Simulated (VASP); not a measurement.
Runs of VASP 6.6.1 on Sc. The structure is hexagonal, space group P6_3/mmc (No. 194). Conventional cell: a = 3.309 Å, b = 3.309 Å, c = 5.273 Å, α = 90.00°, β = 90.00°, γ = 120.00°. Sc (site symmetry -6m2) has 12 Sc at 3.26 to 3.31 Å as nearest neighbours. 

```tsv
task	level	potentials or basis	U	cell	cutoff (eV)	smearing	further INCAR settings	LDAUTYPE	hund's J	gap on the mesh (eV)	pressure (GPa)
single point	PBE	VASP PAW PBE potentials, release 64 (Sc_sv)	-	as given	500	gaussian 0.1 eV	ALGO = Fast; EDIFF = 1.00e-06	-	-	none	-0.7
density of states	TB-mBJ	VASP PAW PBE potentials, release 54 (Sc_sv)	-	volume scaled by 0.96	520	tetrahedron	ALGO = Normal; EDIFF = 1e-06	-	-	none	-
single point	PBEsol	VASP PAW PBE potentials, release 64 (Sc_sv_GW)	-	as given	550	gaussian 0.02 eV	ALGO = Fast; EDIFF = 1e-06; NBANDS = 18	-	-	none	-2.3
single point	PBEsol	VASP PAW PBE potentials, release 64 (Sc_sv_GW)	-	as given	550	gaussian 0.02 eV	ALGO = Normal; EDIFF = 1.00e-06	-	-	none	-3.4
atomic charges	PBEsol+D3	VASP PAW PBE potentials, release 64 (Sc_sv_GW)	-	volume scaled by 1.08	600	methfessel-paxton 0.1 eV	ALGO = Normal; EDIFF = 1e-06	-	-	none	-7.9
single point	PBE	VASP PAW PBE potentials, release 64 (Sc_sv)	-	as given	500	gaussian 0.1 eV	ALGO = Fast; EDIFF = 1e-07	-	-	none	-0.7
density of states	PBE+D4+U	VASP PAW PBE potentials, release 64 (Sc_sv)	Sc d U = 6.2 eV, J = 1.0 eV	as given	520	gaussian 0.05 eV	ALGO = Normal; EDIFF = 1.00e-06	1	1	none	(a)
electric field gradients	revPBE+dDsC+U	VASP PAW PBE potentials, release 64 (Sc_sv)	Sc d U = 4.5 eV	atoms moved at random, drawn with an rms of 0.15 Å	500	gaussian 0.05 eV	ALGO = Normal; EDIFF = 1e-08	-	-	none	6.1
```

Alike in all rows: no spin polarisation; k mesh 9 × 9 × 5.

**Question.** Estimate the missing entries.

**Answer.** (a) 6.5.

Caveats: the PAW data sets were made with another functional, which shifts forces and pressure a little (some runs); pairwise dispersion overbinds metals, which lowers pressure and volume (some runs); U without spin polarisation on a metal has little footing (some runs); the U is typed as a test and isn't derived for this compound (some runs); tetrahedron occupations give inexact forces and stress in metals (some runs).

A gap of «none» marks a metal or a gap under the smearing width.
